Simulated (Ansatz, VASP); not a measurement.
# AgBr in VASP and in Ansatz

```xyz
2
Lattice="0.0000 2.9790 2.9790 2.9790 0.0000 2.9790 2.9790 2.9790 0.0000" Properties=species:S:1:pos:R:3 pbc="T T T"
Ag    0.0000    0.0000    0.0000
Br    2.9790    2.9790    2.9790
```

Alike in both runs: task single point; functional PBE; k mesh 8 × 8 × 8; occupations gaussian, width 0.02 eV; no spin polarisation.

|  | VASP | Ansatz |
| --- | --- | --- |
| version | VASP 6.6.1 | Ansatz 0.2.0 |
| potentials or method | VASP PAW PBE potentials, release 64 (Ag, Br) | scalar-relativistic, plane waves, PAW |
| plane-wave cutoff (eV) | 520 | 420 |
| valence electrons in the cell | 18 | 26 |

```tsv
	VASP	Ansatz	Ansatz less VASP
gap on the k mesh at the Fermi level (eV)	0.72	0.72	+0.001
least direct gap on the mesh (eV)	2.27	2.27	+0.001
pressure (GPa)	-2.0	-2.0	+0.05
```

The two sets of potentials don't hold the same shells in valence.

A k mesh can miss the band edges.
